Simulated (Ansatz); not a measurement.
Theory: DFT PBE, scalar-relativistic, plane waves, PAW (Ansatz 0.2.0). Settings: cutoff 420 eV, Γ-centred meshes spaced at most about 0.3 Å⁻¹, and about 0.25 Å⁻¹ or finer for metals (2π included), Gaussian smearing. No spin polarisation.

Each guess is relaxed in cell and atoms at zero pressure, on a coarse mesh first where it starts far from rest and then on a converged one. The steps can't lower the symmetry of the start, but it can rise. Energies are static (0 K, no zero-point motion).

Two unrelaxed guesses for Zr2B3:

Guess 1.

```xyz
5
Lattice="3.3065 0.0000 0.0000 -1.6533 2.8635 0.0000 0.0000 0.0000 6.2579" Properties=species:S:1:pos:R:3 pbc="T T T"
Zr    0.0000    0.0000    1.9851
Zr    0.0000    0.0000    4.2727
B     1.6533    0.0000    3.1289
B    -0.8266    1.4318    3.1289
B     0.8266    1.4318    3.1289
```

Guess 2.

```xyz
5
Lattice="3.6953 0.0000 0.0000 -1.8477 3.2002 0.0000 0.0000 0.0000 4.5377" Properties=species:S:1:pos:R:3 pbc="T T T"
Zr    1.8477    1.0667    2.2689
Zr    0.0000    2.1335    0.0000
B     0.0000    0.0000    3.3824
B     0.0000    0.0000    1.1553
B     1.8477    1.0667    0.0000
```

Task: Where do they end, and which end is lower?

Result: Guess 2 ends lower, by 31 meV/atom. Guess 1: P6/mmm at 11.9 Å³/atom → P6/mmm at 14.6 Å³/atom; Guess 2: P-6m2 at 10.7 Å³/atom → P-6m2 at 13.1 Å³/atom. Counting B atoms around Zr (those within 1.25 times the shortest such distance or 1.15 times the sum of covalent radii, 1.27 where that leaves under three; a plus sign parts nearer from farther groups; a slash parts the counts of unlike sites), the end of guess 1 has Zr 6 and the end of guess 2 has Zr 8/3+6. The end of guess 1 holds B–B nets (shortest 1.79 Å); the end of guess 2 holds B–B pairs (shortest 1.74 Å). End of guess 1. Conventional cell: a = 3.586 Å, c = 6.574 Å. Zr has 6 B at 2.43 Å; B is surrounded by 4 B at 1.79 Å and 4 Zr at 2.43 Å. End of guess 2. Conventional cell: a = 3.902 Å, c = 4.978 Å. Zr on its first site is surrounded by 8 B at 2.42–2.49 Å; Zr on its second site has 3 B at 2.25 Å and 6 B at 2.77 Å; around B on a site of symmetry 3m lie 1 B at 1.74 Å, 3 Zr at 2.42 Å, 3 B at 2.77 Å and 3 Zr at 2.77 Å; 1 more site not described.

Cells without such a test can be saddle points. Shaken at random and relaxed again, the end of guess 1 falls into a cell with space group R-3m (No. 166), 197 meV/atom lower, so it is a saddle point or a shallow minimum. Neither end is the lowest form computed: that has space group P-1 (No. 2) and lies 0.57 eV/atom below the better end. Some types were kept out of the candidates beforehand, so the set may lack a known form.
